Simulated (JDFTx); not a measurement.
The system is Y.

```
Y
1.0
     3.64740    0.00000    0.00000
    -1.82370    3.15874    0.00000
     0.00000    0.00000    5.73060
Y
2
Direct
  0.66667 0.33333 0.75000
  0.33333 0.66667 0.25000
```

```yaml
Program: JDFTx 1.7.0 (patched build)
Task: relaxation of cell and atoms
Functional: PBE
Potentials_or_basis: SPMS-PBE-1.0 with smoothed tails
Cutoff: 1088 eV
Density_cutoff: 8708 eV
k_mesh: 5 × 5 × 3
Occupations: fermi-dirac, width 0.05 eV
Spin: no spin polarisation
```

At the start: pressure -0.0 GPa; volume 33.01 Å³/atom.

**Question.** Where does the relaxation end?

**Answer.** Over 5 steps the energy falls by 2.8 meV/atom; space group P6_3/mmc (No. 194, to 0.05 Å).

Step by step:
| step | energy change (eV) | largest force (eV/Å) | pressure (GPa) | volume (Å³) |
| --- | --- | --- | --- | --- |
| 1 | 0.0000 | 0.0000 | -0.03 | 66.02 |
| 2 | -0.0013 | 0.0000 | -0.02 | 66.01 |
| 3 | -0.0057 | 0.0000 | 0.05 | 65.93 |
| 4 | -0.0057 | 0.0000 | -0.04 | 66.07 |
| 5 | -0.0057 | 0.0000 | 0.00 | 66.00 |

Final structure:
```yaml
crystal:
  lattice:
    - [3.67678, 0.00000, 0.00000]
    - [-1.83839, 3.18418, 0.00000]
    - [0.00000, 0.00000, 5.63770]
  atoms:
    - { symbol: Y, position: [0.66667, 0.33333, 0.75000] }
    - { symbol: Y, position: [0.33333, 0.66667, 0.25000] }
```

Caveat: the k mesh is coarse (spacing up to 0.40 Å⁻¹), so the values aren't converged.
